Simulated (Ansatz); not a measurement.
CaSe under changes of volume

One of the cells (25.829 Å³/atom); the others are scaled copies at fixed shape and fractional positions:

```
CELL_PARAMETERS angstrom
0.00000 2.95600 2.95600
2.95600 0.00000 2.95600
2.95600 2.95600 0.00000
ATOMIC_POSITIONS crystal
Se 0.50000 0.50000 0.50000
Ca 0.00000 0.00000 0.00000
```

```yaml
Program: Ansatz 0.2.0
Functional: PBEsol
Potentials_or_basis: Ansatz PAW
Cutoff: "420 eV (not typed: the program's choice for these potentials)"
k_mesh: 8 × 8 × 8
Occupations: fermi-dirac, width 0.05 eV
Spin: no spin polarisation
```

```csv
volume (Å³/atom),energy over the lowest point (meV/atom),pressure (GPa),gap on the mesh (eV)
24.280,6.63,2.2,1.77
24.796,1.42,1.0,1.83
25.313,0.00,-0.1,1.88
25.829,1.98,-1.1,1.94
26.346,7.01,-2.0,1.98
26.863,?,?,?
27.379,25.09,-3.5,2.07
```

Q: What does the run at 26.863 Å³/atom give?

A: Energy over the lowest point 14.81 meV/atom; pressure -2.8 GPa; gap on the mesh 2.03 eV.

Worked out: A Birch-Murnaghan fit of order 3 (a polynomial in V^(-2/3)) to the other rows has its minimum at 25.26 Å³/atom with B0 = V·E''(V) = 52 GPa and B' = 4.2. It gives 14.82 meV/atom at 26.863 Å³/atom, against the run's 14.81, and -dE/dV = -2.8 GPa, against -2.8. A parabola through the other rows of the gap, of slope 2.25 eV per unit of ln V there, gives 2.03 eV, against the run's 2.03.

Energies are extrapolated to zero smearing.

Caveats: the PAW data sets come from PBE, with cores solved anew for the run's functional, which leaves a small shift of forces and pressure.

A mesh can miss the band edges. Spin-orbit coupling on Se is left out.
